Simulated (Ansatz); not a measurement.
## Calculated ⁶³Cu nuclear quadrupole resonance for Cu2O

Cell: a structure deposited in the COD, whose atoms a relaxation with PBE at fixed cell left in place.

```yaml
crystal:
  lattice:
    - [4.26850, 0.00000, 0.00000]
    - [0.00000, 4.26850, 0.00000]
    - [0.00000, 0.00000, 4.26850]
  atoms:
    - { symbol: Cu, position: [0.25000, 0.25000, 0.25000] }
    - { symbol: Cu, position: [0.25000, 0.75000, 0.75000] }
    - { symbol: Cu, position: [0.75000, 0.75000, 0.25000] }
    - { symbol: Cu, position: [0.75000, 0.25000, 0.75000] }
    - { symbol: O, position: [0.00000, 0.00000, 0.00000] }
    - { symbol: O, position: [0.50000, 0.50000, 0.50000] }
```

Atoms are numbered from 1 in the order listed; like atoms form one site, named after its first atom.

The numbers come from a DFT calculation in Ansatz (PBE, plane waves and PAW, scalar-relativistic, 420 eV cutoff, Γ-centred 7×7×7 k-points, Fermi–Dirac smearing 0.02 eV).

⁶³Cu: I = 3/2, Q = -220.0 mb (year-2017 value). Static lattice, zero field.

Question: Predict the zero-field ⁶³Cu lines of each site.

Answer: For I = 3/2 there is one line, ν = (|C_Q|/2)(1 + η²/3)^½.

| site | atoms | V_zz (10²¹ V/m²) | C_Q (MHz) | η | line frequencies (MHz) |
| --- | --- | --- | --- | --- | --- |
| Cu | 1, 2, 3, 4 | -5.19 | 27.6 | 0.00 | 13.8 |

Question: And for ⁶⁵Cu (I = 3/2, Q = -204.0 mb) on Cu?

Answer: C_Q scales with Q to 25.6 MHz, with lines at 12.8 MHz.

An axis of threefold or higher order runs through Cu, so V_zz lies along it and η is zero.

Semilocal functionals underestimate gradients at Cu(I) with two or three neighbours, in Cu₂O by a fifth to nearly a half.
